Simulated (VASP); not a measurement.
Here is a VASP 6.6.1 calculation.

The input INCAR:

```
PREC     = Accurate       # precision mode
ENCUT    = 600            # plane-wave cutoff, eV
EDIFF    = 1E-6           # SCF threshold, eV
ISMEAR   = 0              # smearing method
SIGMA    = 0.03           # smearing width, eV
LREAL    = F              # projectors in reciprocal space
LASPH    = T              # aspherical terms in the spheres
NELM     = 80             # most SCF steps
ALGO     = Normal         # electronic algorithm
ISIF     = 3              # what is computed and relaxed
LWAVE    = F              # write WAVECAR
LCHARG   = F              # write CHGCAR
GGA      = PS             # functional
IBRION   = 2              # ionic algorithm
NSW      = 90             # ionic steps
EDIFFG   = -0.01          # ionic threshold
```

KPOINTS

```
regular mesh
0
Gamma
  8 8 8
```

The input POSCAR:

```
BeTe
1.0
    0.0000000000      2.7700000000      2.7700000000
    2.7700000000      0.0000000000      2.7700000000
    2.7700000000      2.7700000000      0.0000000000
Be Te
1 1
Direct
    0.0000000000      0.0000000000      0.0000000000
    0.2500000000      0.2500000000      0.2500000000
```

Potentials or basis: VASP PAW PBE potentials, release 64 (Be, Te).

The run is started by

```bash
$ cat potpaw_PBE.64/Be/POTCAR potpaw_PBE.64/Te/POTCAR > POTCAR
$ mpirun -np 1 vasp_std > vasp.out
```

(1) Estimate the relaxed volume.

(2) What does it give for the band gap on the k mesh?

(3) Predict the space group after relaxing (to 0.05 Å).

(4) Predict the relaxed cell.

Results:

(1) 22.10 Å³/atom.

(2) 1.83 eV, indirect (least direct gap 3.59 eV).

(3) F-43m (No. 216).

(4) a = 3.968 Å, b = 3.968 Å, c = 3.968 Å, α = 60.00°, β = 60.00°, γ = 60.00°.

Caveat: the PAW data sets were made with another functional, which shifts forces and pressure a little; spin-orbit coupling is left out, which moves the levels of the heavy elements.
